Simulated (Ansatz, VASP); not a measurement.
**Cross-check of GaAs between VASP and Ansatz**

One calculation is typed for both programs; each brings its own data sets. How far apart do they land? The structure shown is the end of the Ansatz relaxation below.

Method: plane waves, with VASP 6.6.1 beside it; single point at r2SCAN, in Ansatz 0.2.0.

## (1) The structure

It takes space group I-4m2 (No. 119, tetragonal). Conventional cell: a = 4.167 Å, b = 4.167 Å, c = 5.468 Å, α = 90.00°, β = 90.00°, γ = 90.00°. Nearest to Ga lie 4 As at 2.49 Å. As has 4 Ga at 2.49 Å nearest. Farther neighbours are not listed.

## (2) Ansatz: relaxation, r2SCAN

Ansatz runs on its PAW soft_1 files.

This run makes the geometry at which the two programs are then compared.

input.yaml

```yaml
crystal:
  lattice:
    - [0.0, 2.9462097923, 2.7592572525]
    - [2.9462097923, 0.0, 2.7592572525]
    - [2.9462097923, 2.9462097923, 0.0]
  atoms:
    - { symbol: Ga, position: [0.0, 0.0, 0.0] }
    - { symbol: As, position: [0.75, 0.75, 0.75] }
  conventional_axes: [[-1, 1, 1], [1, -1, 1], [1, 1, -1]]
kpoints:
  mp_grid: { grid: [16, 16, 16] }
hamiltonian:
  xc: r2scan
  pseudopotentials: { kind: paw, azcp: { folder: soft_1 } }
scf:
  occupations: { method: gaussian, width: 0.02 }
output:
  forces: true
  stress: true
  eigenvalues: true
relax:
  adjacent_minimum: "off"
  f_tol: 0.001
  max_steps: 60
  cell: { stress_tol: 0.01, fix: [a, b, gamma] }
```

Run with:

```console
> ansatz run input.yaml --threads 4 --pin off --max-ram 10240MiB --backend cpu --events-out ev --progress --plain --runs-dir out
```

Numbers of over 12 decimals in the logs are rounded to 6 here.

Log:

```text
Engine: ansatz 0.2.0, aarch64-unknown-linux-gnu
Pseudopotentials: kind: paw
Pseudopotential: Ga, paw, valence charge 13, recommended cutoff 500 eV (meta_gga), soft_1/Ga.paw.azcp
Pseudopotential: As, paw, valence charge 15, recommended cutoff 500 eV (meta_gga), soft_1/As.paw.azcp
Functional definition: r2SCAN
  parameter k0 = 0.174
  parameter k1 = 0.065
  parameter a1 = 4.9479
  exchange = r2scan_x(k0 = k0, k1 = k1, a1 = a1)
  correlation = r2scan_c
Crystal: 2 atoms, lattice volume = 47.902 Å³
Basis set: ecut = 500 eV, 1211 PW (Γ), exchange–correlation on 120×120×128 points (64 copies of the dense FFT grid, shifted against one another)
Bands: 18, of which v1, the nominal top of the filled ones, is band 14 counted from 1 (13 counted from 0)
Symmetry: 8 space group operations
Space group: I-4m2 (ITA 119), of the structure as read, at distance tolerance 3.6e-5 Å
k-points: 349 of 4096 (time reversal used)
Non-local potential: Ga, projectors of the file, l = 0: 2, l = 1: 2, l = 2: 3, l = 3: 1
Non-local potential: As, projectors of the file, l = 0: 2, l = 1: 2, l = 2: 3, l = 3: 1
PAW form: soft (Blöchl's): semilocal exchange-correlation on the pseudo side does not see the compensation charge
PAW frozen core: Ga, regenerated for the run's functional (the file was generated under x = pbe(κ = 0.804, μ = 0.219515), c = pbe(β = 0.066725))
PAW frozen core: As, regenerated for the run's functional (the file was generated under x = pbe(κ = 0.804, μ = 0.219515), c = pbe(β = 0.066725))
PAW one-centre angular grid: Ga, 590 points (default); XC on 160 Gauss nodes
PAW one-centre angular grid: As, 590 points (default); XC on 160 Gauss nodes
Initial density: superposition of atomic densities (chi_scale 0.1, normalization cell, long waves kept (reshape's long-wave potential 0.00 eV rms))
Initial wavefunctions: pseudopotential atomic-orbital guess
Functional: x = r2scan, c = r2scan; τ floored in thin density (d = 2e-4 eV/Å³)
iter 1 solved again at ethr=1.91e-3 eV; its pass at ethr=3.10e-3 eV (dr2=5.36e-1 eV) is discarded
SCF iter   1: F=—  HF=-8655.727277 eV  |F-HF|=—  |Δ(HF+E_count)|=         —  Δρ=4.70e-2  dr2=5.40e-1  dr2_τ=4.29e-3  ethr=1.91e-3  ⟨swp⟩=1.0  Hψ=38969  notcnv=0
preconditioner: auto → none  [insulator: Δε(μ)=0.123 eV  Ē_g=16.286 eV  σ=0.020 eV  W_gap=1.00  n_scr=14 (ndim 8)  ℏωp=22.8 eV  f_vac=0.006  D(μ)=0.00/eV (n_scr^D=0)  ε∞_Penn≈3.0]
SCF iter   2: F=—  HF=-8655.719474 eV  |F-HF|=—  |Δ(HF+E_count)|=   7.80e-3  Δρ=2.04e-2  dr2=1.02e-1  dr2_τ=6.13e-4  ethr=1.91e-3  ⟨swp⟩=3.1  Hψ=10885  notcnv=0
SCF iter   3: F=—  HF=-8655.732225 eV  |F-HF|=—  |Δ(HF+E_count)|=   1.28e-2  Δρ=7.05e-3  dr2=1.42e-2  dr2_τ=1.44e-4  ethr=3.64e-4  ⟨swp⟩=2.1  Hψ=10850  notcnv=0
SCF iter   4: F=—  HF=-8655.721172 eV  |F-HF|=—  |Δ(HF+E_count)|=   1.11e-2  Δρ=7.51e-4  dr2=1.04e-4  dr2_τ=3.68e-6  ethr=5.09e-5  ⟨swp⟩=3.0  Hψ=11689  notcnv=0
SCF iter   5: F=—  HF=-8655.721213 eV  |F-HF|=—  |Δ(HF+E_count)|=   4.14e-5  Δρ=3.04e-4  dr2=1.83e-5  dr2_τ=5.38e-7  ethr=3.73e-7  ⟨swp⟩=2.0  Hψ=11336  notcnv=0
SCF iter   6: F=—  HF=-8655.721223 eV  |F-HF|=—  |Δ(HF+E_count)|=   1.02e-5  Δρ=5.56e-5  dr2=6.39e-7  dr2_τ=1.12e-8  ethr=6.53e-8  ⟨swp⟩=3.0  Hψ=11087  notcnv=0
SCF iter   7: F=-8655.721224 eV  HF=-8655.721224 eV  |F-HF|=2.06e-8  |Δ(HF+E_count)|=   6.39e-7  Δρ=9.11e-6  dr2=2.79e-8  dr2_τ=9.27e-10  ethr=3.57e-10  ⟨swp⟩=6.3  Hψ=29810  notcnv=0
SCF 1 converged in 7 iterations: F = -8655.721224 eV  dr2 = 2.79e-8
  greatest PAW one-centre occupation: 0.999 electrons in one spin orbital (limit 2), on the As atom at site 1 (counted from 0), in its partial waves of l = 2
relax step   1: F+E_penalty+E_count = -8655.72122409 eV  Δ(F+E_penalty+E_count) = +0.000e0 eV  max|allowed force component| = 6.072e-18 eV/Å  Δτ_max = 0.0000 Å  P = -3.381 GPa  Ω = 47.902 Å³  fix = [a, b, gamma]  reactions: a -4.655, b -4.655 GPa  (7 SCF iters, dr2 threshold 1.00e-7 eV, accepted)
[...]
relax step   2: F+E_penalty+E_count = -8655.72245590 eV  Δ(F+E_penalty+E_count) = -1.232e-3 eV  max|allowed force component| = 9.541e-18 eV/Å  Δτ_max = 0.0000 Å  P = -2.917 GPa  Ω = 47.503 Å³  energy of the carried Pulay correction = +9.377e-5 eV  fix = [a, b, gamma]  reactions: a -4.336, b -4.336 GPa  (5 SCF iters, dr2 threshold 2.00e-7 eV, accepted)
[...]
relax step   3: F+E_penalty+E_count = -8655.72247609 eV  Δ(F+E_penalty+E_count) = -2.019e-5 eV  max|allowed force component| = 8.457e-18 eV/Å  Δτ_max = 0.0000 Å  P = -2.867 GPa  Ω = 47.462 Å³  energy of the carried Pulay correction = +1.036e-4 eV  fix = [a, b, gamma]  reactions: a -4.301, b -4.301 GPa  (4 SCF iters, dr2 threshold 1.56e-8 eV, accepted)
[...]
relax step   4: F+E_penalty+E_count = -8655.72237596 eV  Δ(F+E_penalty+E_count) = +1.001e-4 eV  max|allowed force component| = 8.565e-18 eV/Å  Δτ_max = 0.0000 Å  P = -2.869 GPa  Ω = 47.462 Å³  fix = [a, b, gamma]  reactions: a -4.301, b -4.301 GPa  stress off target by 3.11e-3 GPa on what of the cell is left free  SCF on the basis re-selected at this cell (its energy is not comparable with the rows above)  (6 SCF iters)
basis re-selected at this cell: Δ(F+E_penalty+E_count) = +1.001e-4 eV, ΔP = -0.002 GPa vs the last step (what re-selecting the basis moved, of the pressure what is left beyond the Pulay correction that the steps carried, after the strain that the cell walked since its last selection, with what the two solves' SCF thresholds leave and, on support functions, any second-order correction that the steps lacked; it is no m [...]
SCF converged after 6 iterations
Free energy (F): -8655.722376 eV
Harris-Foulkes:  -8655.722376 eV  (|F-HF|=1.82e-12)
Internal energy: -8655.722376 eV  (E = F + TS)
E sigma→0 (E₀):  -8655.722376 eV
Fermi energy:    7.454695 eV
--- Per-component energies (eV) ---
  E_band       = -353.865941
  E_kinetic    = 207.536069
  E_local      = -3727.831279  (includes V_loc(G=0)·N_el)
  E_nonlocal   = -484.355525
  E_hartree    = 2161.981450
  E_xc         = -122.878355
  E_vxc        = -134.985678  (∫ρ·V_xc dr)
  E_paw        = -4031.068290  (= ΣΔE_a)
  E_vpaw       = -545.301073  (= ΣTr[D̂ρ^β])
  E_aug_tail   = 0.000055  (compensation charges beyond the density's cutoff)
  E_vtau       = 7.108586  (kinetic-family band-sum trace: ∫τ·v_τ [+ j·A + Jᵃ·Aᵃ] dr)
  E_ewald      = -2656.996042
  E_core_change = -2.110460  (= ΣΔE_core)
  E_smearing   = -0.000000  (= −TS)
  E_closure    = 0.000000  (closes the sum)
  Σ components = -8655.722376   (vs F -8655.722376, Δ=0.00e0)
--- Forces (eV/Å), atoms counted from 1 ---
  atom   1  Ga     0.00000000    -0.00000000    -0.00000000
  atom   2  As     0.00000000    -0.00000000    -0.00000000
  max |Σ_I F_I| component: 1.76e-17 eV/Å
--- Stress (GPa, compression-positive) ---
       -4.301494       0.000000       0.000000
        0.000000      -4.301494      -0.000000
        0.000000      -0.000000      -0.003106
  P = ⅓ Tr σ = -2.8687 GPa (-28.687 kbar)
--- Band table (eV; the first three rows and the last of 349) ---
  k-point 0: bands = [... 10 lower, -5.8053, 6.9045, 6.9045, 7.2869, 7.6225, 10.9580, 11.1797, 11.1797]
  k-point 1: bands = [... 10 lower, -5.7601, 6.1895, 6.8350, 7.1222, 8.2663, 10.9912, 11.2703, 11.3039]
  k-point 2: bands = [... 10 lower, -5.6266, 5.0967, 6.6528, 6.9725, 8.7431, 11.1954, 11.4935, 11.6983]
  k-point 348: bands = [... 10 lower, -3.2303, 0.5886, 4.1277, 4.1277, 8.5411, 8.6069, 17.5134, 17.5134]
--- Relaxed structure (3 steps of the walk, 3 accepted, 1 SCFs on fresh bases) ---
  F+E_penalty+E_count = -8655.72237596 eV   max|allowed force component| = 8.565e-18 eV/Å   (the final SCF, on the basis selected at the relaxed cell)
  cell:  # Å, volume = 47.4616 Å³
    - [0, 2.9462097923, 2.733914]
    - [2.9462097923, 0, 2.733914]
    - [2.9462097923, 2.9462097923, 0]
  atoms:
    - { symbol: Ga, position: [0, 0, 0] }
    - { symbol: As, position: [0.750000, 0.750000, 0.750000] }
```

## (3) VASP: single point, r2SCAN

The same cell, functional, mesh and smearing now go to VASP, with its own data sets.

Lines of VASP's logs that name or quote its potential files are left out, and so is its time.

INCAR

```
SYSTEM = GaAs
PREC = Accurate
ENCUT = 550
EDIFF = 1E-06
NELM = 120
ISMEAR = 0
SIGMA = 0.02
LREAL = .FALSE.
ALGO = Normal
METAGGA = R2SCAN
LASPH = .TRUE.
NBANDS = 15
LORBIT = 11
LWAVE = .FALSE.
LCHARG = .FALSE.
ISIF = 2
GGA_COMPAT = .FALSE.
EFERMI = MIDGAP
LMIXTAU = .TRUE.
KPAR = 2
```

POSCAR

```
GaAs
1.0
    0.0000000000      2.9462097923      2.7339144820
    2.9462097923      0.0000000000      2.7339144820
    2.9462097923      2.9462097923      0.0000000000
Ga As
1 1
Direct
    0.0000000000      0.0000000000      0.0000000000
    0.7500000000      0.7500000000      0.7500000000
```

KPOINTS

```
Automatic mesh
0
Gamma
16 16 16
0 0 0
```

The projector-augmented-wave data sets are Ga_d and As (PBE family, release 64).

Run with:

```console
> mpirun -np 2 vasp_std
```

Log:

```text
[banner, memory and clock lines left out]
running    2 mpi-ranks, on    1 nodes
 distrk:  each k-point on    1 cores,    2 groups
 distr:  one band on    1 cores,    1 groups

 POSCAR found type information on POSCAR GaAs
 POSCAR found :  2 types and       2 ions
|                                                                             |
|               ----> ADVICE to this user running VASP <----                  |
|                                                                             |
|     You enforced a specific xc type in the INCAR file but a different       |
|     [... a line on the potential file left out ...]
|     I HOPE YOU KNOW WHAT YOU ARE DOING!                                     |
|                                                                             |

 LDA part: xc-table for (None), standard interpolation
 POSCAR, INCAR and KPOINTS ok, starting setup
 FFT: planning ... GRIDC
 FFT: planning ... GRID_SOFT
 FFT: planning ... GRID
 WAVECAR not read
 entering main loop
       N       E                     dE             d eps       ncg     rms          rms(c)
DAV:   1     0.675142065645E+02    0.67514E+02   -0.95502E+03 10605   0.172E+03
DAV:   2    -0.219447710181E+02   -0.89459E+02   -0.85554E+02 11814   0.337E+02
DAV:   3    -0.289924757756E+02   -0.70477E+01   -0.70191E+01 12815   0.738E+01
DAV:   4    -0.291067234417E+02   -0.11425E+00   -0.11422E+00 12527   0.105E+01
DAV:   5    -0.291083720155E+02   -0.16486E-02   -0.16485E-02 13578   0.113E+00    0.301E+00
DAV:   6    -0.269606297592E+02    0.21477E+01   -0.58212E-01 11730   0.147E+01    0.183E+00
DAV:   7    -0.270432673956E+02   -0.82638E-01   -0.31131E-01 11212   0.665E+00    0.845E-01
DAV:   8    -0.269812696070E+02    0.61998E-01   -0.15156E-01 10498   0.455E+00    0.330E-01
DAV:   9    -0.269018068863E+02    0.79463E-01   -0.23990E-01 10484   0.416E+00    0.239E-01
DAV:  10    -0.269085631969E+02   -0.67563E-02   -0.78959E-02 10470   0.244E+00    0.711E-02
DAV:  11    -0.270062565050E+02   -0.97693E-01   -0.49399E-02 10470   0.177E+00    0.588E-02
DAV:  12    -0.270003547182E+02    0.59018E-02   -0.26240E-03 13977   0.518E-01    0.292E-02
DAV:  13    -0.270063491557E+02   -0.59944E-02   -0.20813E-03 10687   0.462E-01    0.186E-02
DAV:  14    -0.270069438312E+02   -0.59468E-03   -0.32047E-04 13599   0.186E-01    0.674E-03
DAV:  15    -0.270070716747E+02   -0.12784E-03   -0.64208E-05 11205   0.838E-02    0.718E-03
DAV:  16    -0.270070734526E+02   -0.17779E-05   -0.32634E-06 14026   0.186E-02    0.332E-03
DAV:  17    -0.270070754046E+02   -0.19520E-05   -0.11540E-06  8238   0.171E-02    0.935E-04
DAV:  18    -0.270070773154E+02   -0.19108E-05   -0.76696E-07  8021   0.114E-02    0.122E-03
DAV:  19    -0.270070775973E+02   -0.28194E-06   -0.97903E-08  6817   0.375E-03
   1 F= -.27007078E+02 E0= -.27007078E+02  d E =-.174205E-31
```

OUTCAR, selected parts (step 3):

```text
ion  position               nearest neighbor table
   1  0.000  0.000  0.000-   2 2.49   2 2.49   2 2.49   2 2.49
   2  0.750  0.750  0.750-   1 2.49   1 2.49   1 2.49   1 2.49

  LATTYP: Found a body centered tetragonal cell.
 ALAT       =     4.1665698459
 C/A-ratio  =     1.3123094455

 Subroutine GETGRP returns: Found  8 space group operations
 (whereof  8 operations were pure point group operations)

The static configuration has the point symmetry D_2d.

 Found    349 irreducible k-points:

   k-points           NKPTS =    349   k-points in BZ     NKDIM =    349   number of bands    NBANDS=     15

   dimension x,y,z NGX =    32 NGY =   32 NGZ =   32
   dimension x,y,z NGXF=    64 NGYF=   64 NGZF=   64

   ENCUT  =  550.0 eV  40.42 Ry    6.36 a.u.   7.69  7.69  7.97*2*pi/ulx,y,z

   NELECT =      18.0000    total number of electrons

 k-points in reciprocal lattice and weights: Automatic mesh
   0.00000000  0.00000000  0.00000000       0.000
   0.06250000 -0.00000000  0.00000000       0.002
   0.12500000 -0.00000000  0.00000000       0.002
   0.18750000 -0.00000000  0.00000000       0.002
   0.25000000 -0.00000000  0.00000000       0.002
   0.31250000 -0.00000000  0.00000000       0.002
   0.37500000 -0.00000000  0.00000000       0.002
   0.43750000 -0.00000000  0.00000000       0.002
   0.50000000 -0.00000000  0.00000000       0.001
[...]
-0.31250000  0.18750000  0.50000000       0.001
  -0.25000000  0.25000000  0.50000000       0.000

 average (electrostatic) potential at core
       1 -71.6609       2 -55.3334

 E-fermi :   3.6354

 k-point     1 :       0.0000    0.0000    0.0000
  band No.  band energies     occupation
    ...
      5     -11.8510      2.00000
      6      -9.6192      2.00000
      7       3.0965      2.00000
      8       3.0965      2.00000
      9       3.4791      2.00000
     10       3.7916      0.00000
     11       7.1394      0.00000
     12       7.3614      0.00000
     13       7.3614      0.00000
     14      11.3105      0.00000
    ...

 k-point     2 :       0.0625   -0.0000    0.0000
  band No.  band energies     occupation
    ...
      5     -11.8509      2.00000
      6      -9.5740      2.00000
      7       2.3748      2.00000
      8       3.0268      2.00000
      9       3.3138      2.00000
     10       4.4424      0.00000
     11       7.1727      0.00000
     12       7.4518      0.00000
     13       7.4852      0.00000
     14      11.5731      0.00000
    ...

 k-point     3 :       0.1250   -0.0000    0.0000
  band No.  band energies     occupation
    ...
      5     -11.8506      2.00000
      6      -9.4406      2.00000
      7       1.2811      2.00000
      8       2.8446      2.00000
      9       3.1644      2.00000
     10       4.9195      0.00000
     11       7.3766      0.00000
     12       7.6747      0.00000
     13       7.8789      0.00000
     14      12.1975      0.00000
    ...

  Total       -1.2353330     -1.2353330      0.0263250      0.0000000      0.0000000      0.0000000
  in kB      -41.7015646    -41.7015646      0.8886619      0.0000000      0.0000000      0.0000000
  external PRESSURE =     -27.5048224 kB  Pullay stress =       0.0000000 kB

  energy-cutoff  :      550.00
  volume of cell :       47.46
      direct lattice vectors                 reciprocal lattice vectors
     0.000000000  2.946209792  2.733914482    -0.169709571  0.169709571  0.182887944
     2.946209792  0.000000000  2.733914482     0.169709571 -0.169709571  0.182887944
     2.946209792  2.946209792  0.000000000     0.169709571  0.169709571 -0.182887944

 POSITION                                       TOTAL-FORCE (eV/Angst)
 -----------------------------------------------------------------------------------
      0.00000      0.00000      0.00000         0.000000      0.000000      0.000000
      4.41931      4.41931      4.10087        -0.000000     -0.000000      0.000000
 -----------------------------------------------------------------------------------
    total drift:                               -0.000000     -0.000000      0.000002

  FREE ENERGIE OF THE ION-ELECTRON SYSTEM (eV)
  ---------------------------------------------------
  free  energy   TOTEN  =       -27.0070775973 eV

  energy  without entropy=      -27.0070775973  energy(sigma->0) =      -27.00707760

 total charge
# of ion       s       p       d       tot
------------------------------------------
    1        0.849   0.743   9.990  11.581
    2        1.209   1.599   0.029   2.837
--------------------------------------------------
tot          2.058   2.342  10.018  14.418

[... 3 further parts left out ...]
```

The run ends at a pressure of -2.75 GPa.

## (4) Comparison

Known differences besides the potentials themselves: VASP keeps PBE cores, Ansatz makes them for the functional; the data sets hold 28 valence electrons in Ansatz (on its PAW soft_1 files) and 18 in VASP; the cutoff is 500 eV in Ansatz and 550 eV in VASP; Ansatz's pressure holds a Pulay correction, VASP's none. Total energies have different zeros and are not compared.

Both answers:

| quantity | Ansatz | VASP | difference |
| --- | --- | --- | --- |
| pressure (GPa) | -2.87 | -2.75 | -0.12 |
| gap on the k mesh (eV) | 0.336 | 0.312 | +0.023 |

A gap on the mesh is an upper bound, since the band edges may lie between its points.

## (5) Results

| Quantity | Value |
| --- | --- |
| difference in gap on the k mesh (single point, r2SCAN) | 0.023 eV |

**Reading.** The difference in gap on the k mesh is 0.023 eV (single point, r2SCAN), within the 0.08 eV picked in this series as the mark of a large difference. The data sets hold unlike numbers of valence electrons (28 in Ansatz and 18 in VASP), so part of the differences comes from the potentials. Such differences can come from data sets, numerical settings and the points named under the comparisons, not from the functional's error against experiment.

[Lines on the potential files, build, host, timing and source positions are cut from VASP's logs without a mark.]

[Logs are printed without paths, hosts, clocks, repeated set-up lines and the standing remarks that a program may print on its own settings, such as how far it seeks lower states.]

[Hosts, paths, dates, database ids (printed as entryN), source tags and the programs' standing remarks are cut or masked in the printed files.]
